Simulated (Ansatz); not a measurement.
K:

```
CELL_PARAMETERS angstrom
-2.62910 2.66761 2.60007
2.71869 -2.74448 2.76653
2.66008 2.77546 -2.67695
ATOMIC_POSITIONS crystal
K 0.99632 0.99168 0.00721
```

The cell isn't the ideal one: cell strained at random at fixed volume.

A run of Ansatz 0.2.0 on this cell left the log below. Logs are shortened: lines on timing, memory, paths and dates and some standing lists are left out, and cuts for length are marked.

```text
Warning: RAYON_NUM_THREADS=1 ignored (pool sized by the plan → 1); use --threads N
K: projections on atomic orbitals take those of the free atom 1s2 2s2 2p6 3s2 3p6 4s1, of charge +0.00 (hamiltonian.pseudopotentials.projection_atoms)
LAPW: plane waves up to 3.832 Å⁻¹, error target 1.0e-3 eV per atom; small_component_spin mean_spin; K in spheres of 2.280 Å, 9 of its electrons in bands, Dirac shells [] (how accurate: hamiltonian.pseudopotentials.lapw.basis_error, Limitations)
Engine: ansatz 0.2.0, x86_64-unknown-linux-gnu
Pseudopotentials: kind: all_electron
Pseudopotential: K, LAPW, valence charge 9, lapw/all_electron/scalar/gaussian/K, Koelling and Harmon's equation, gaussian nucleus
Functional definition: PBEsol
  exchange = pbesol_x
  correlation = pbesol_c
Crystal: 1 atoms, lattice volume = 78.519 Å³
Basis set: ecut = 55.95334220236491 eV, 79 PW (Γ), exchange–correlation at level 2
Bands: 9, of which v1, the nominal top of the filled ones, is band 5 counted from 1 (4 counted from 0)
Symmetry: 2 space group operations
Space group: P-1 (ITA 2), of the structure as read, at distance tolerance 4.3e-5 Å
k-points: 172 of 343
Non-local potential: K, projectors of the file, none
Initial density: superposition of atomic densities (chi_scale 0.1, normalization cell)
Initial wavefunctions: plane waves of lowest kinetic energy (no species holds an atomic orbital)
Functional: x = pbesol(κ = 0.804, μ = 0.12345679012345678), c = pbesol(β = 0.046)
iter 1 solved again at ethr=3.05e-5 eV; its pass at ethr=1.00e-1 eV (dr2=2.75e-3 eV) is discarded
SCF iter   1: F=—  HF=-16362.867884 eV  |F-HF|=—  |Δ(HF+E_count)|=         —  Δρ=1.26e-3  dr2=2.74e-3  ethr=3.05e-5  ⟨swp⟩=4.2  Hψ=12742  notcnv=0
preconditioner: auto → Kerker (q_TF=auto, 1.902 Å⁻¹)  [metal: Δε(μ)=0.003 eV  Ē_g=3.957 eV  σ=0.050 eV  W_gap=0.01  n_scr=12 (ndim 8)  ℏωp=4.2 eV  f_vac=0.000  D(μ)=0.88/eV (n_scr^D=0)]
SCF iter   2: F=—  HF=-16362.867050 eV  |F-HF|=—  |Δ(HF+E_count)|=   8.34e-4  Δρ=8.92e-4  dr2=1.54e-3  ethr=3.05e-5  ⟨swp⟩=2.0  Hψ=5278  notcnv=0
SCF iter   3: F=—  HF=-16362.867434 eV  |F-HF|=—  |Δ(HF+E_count)|=   3.84e-4  Δρ=4.32e-4  dr2=4.33e-4  ethr=1.71e-5  ⟨swp⟩=2.0  Hψ=5278  notcnv=0
SCF iter   4: F=—  HF=-16362.867564 eV  |F-HF|=—  |Δ(HF+E_count)|=   1.30e-4  Δρ=2.10e-4  dr2=1.12e-4  ethr=4.81e-6  ⟨swp⟩=2.0  Hψ=5279  notcnv=0
iter 5 solved again at ethr=2.02e-8 eV; its pass at ethr=1.24e-6 eV (dr2=1.82e-6 eV) is discarded
SCF iter   5: F=—  HF=-16362.867619 eV  |F-HF|=—  |Δ(HF+E_count)|=   5.48e-5  Δρ=3.42e-5  dr2=1.82e-6  ethr=2.02e-8  ⟨swp⟩=2.0  Hψ=8325  notcnv=0
SCF iter   6: F=—  HF=-16362.867619 eV  |F-HF|=—  |Δ(HF+E_count)|=   1.22e-7  Δρ=1.12e-5  dr2=1.64e-7  ethr=2.02e-8  ⟨swp⟩=2.0  Hψ=5279  notcnv=0
SCF iter   7: F=-16362.867619 eV  HF=-16362.867619 eV  |F-HF|=3.37e-9  |Δ(HF+E_count)|=   3.00e-8  Δρ=1.80e-6  dr2=5.17e-9  ethr=1.82e-9  ⟨swp⟩=2.0  Hψ=5279  notcnv=0
SCF 1 converged in 7 iterations: F = -16362.867619 eV  dr2 = 5.17e-9
SCF converged after 7 iterations
Free energy (F): -16362.867619 eV
Harris-Foulkes:  -16362.867619 eV  (|F-HF|=3.37e-9)
Internal energy: -16362.860412 eV  (E = F + TS)
E sigma→0 (E₀):  -16362.864015 eV
Entropy (-TS):   -0.007207 eV (-7.207 meV/atom)
Fermi energy:    1.624423 eV
--- Per-component energies (eV) ---
  E_band       = -143.675458
  E_kinetic    = 16472.637755
  E_xc         = -886.581499
  E_electrostatic = -31948.916669  (all electrons and nuclei)
  E_smearing   = -0.007207  (= −TS)
  E_closure    = 0.000000  (closes the sum)
  E_atoms      = -16361.764998  (free atoms, spherical and without spin; not in F)
  Σ components = -16362.867619   (vs F -16362.867619, Δ=0.00e0)
  Basis errors (estimates in eV, not in F): energy 2.8e-4 per atom: plane waves 2.7e-4 (1.5e-4 summed), levels above the bands 1.1e-44, relativity 1.6e-9, radial functions 2.4e-6, core shells 4.9e-12; eigenvalues (radial functions only) 3.1e-6; not estimated: angular momenta, meshes, grids; target (lapw.basis_error) 1.0e-3; muffin-tin radii K 2.280 Å
--- Forces (eV/Å), atoms counted from 1 ---
  atom   1  K      0.00000000     0.00000000     0.00000000
  max |Σ_I F_I| component: 0.00e0 eV/Å
--- Stress (GPa, compression-positive) ---
       -0.314511      -0.036531      -0.086229
       -0.036531      -0.301912       0.079158
       -0.086229       0.079158      -0.321933
  P = ⅓ Tr σ = -0.3128 GPa (-3.128 kbar)
--- Band table (eV; the first three rows and the last of 172) ---
  k-point 0: bands = ["-30.4123", "-13.9274", "-13.9272", "-13.9264", "-0.4377", "5.7341", "5.8606", "5.9141", "6.6922"]
  k-point 1: bands = ["-30.4117", "-13.9372", "-13.9304", "-13.9266", "-0.2026", "5.3435", "5.5500", "6.0337", "6.5160"]
  k-point 2: bands = ["-30.4105", "-13.9594", "-13.9377", "-13.9266", "0.4753", "4.1305", "5.1006", "6.4969", "6.5795"]
  k-point 171: bands = ["-30.4095", "-13.9757", "-13.9345", "-13.9343", "0.9989", "4.1644", "4.2412", "6.0692", "6.8632"]
--- Löwdin populations: 1 site ---
  site symbol       q [e]
     0      K     18.9594
  spilling = 0.002137 (of n_electrons = 19.000000)
```

Question: Write the input and the command behind it.

Answer: Single point with PBEsol, no spin polarisation. The files as run (others can give the same):

input.yaml
```yaml
crystal:
  lattice:
    - [-2.629099, 2.667612, 2.600073]
    - [2.718687, -2.744484, 2.766534]
    - [2.660078, 2.775463, -2.676946]
  atoms:
    - { symbol: K, position: [-0.003685, -0.00832, 0.007211] }
kpoints:
  mp_grid: { grid: [7, 7, 7] }
scf:
  occupations: { method: fermi_dirac, width: 0.05 }
hamiltonian:
  xc: pbesol
  pseudopotentials: { kind: all_electron, lapw: { basis_error: 0.001 } }
output:
  forces: true
  stress: true
  eigenvalues: true
  populations: true
```

Potentials or basis: all-electron LAPW, scalar-relativistic.
Launch:
```console
$ ansatz run input.yaml --threads 1 --pin off --max-ram 3072MiB --backend cpu --events-out ev --progress --plain --runs-dir out
```
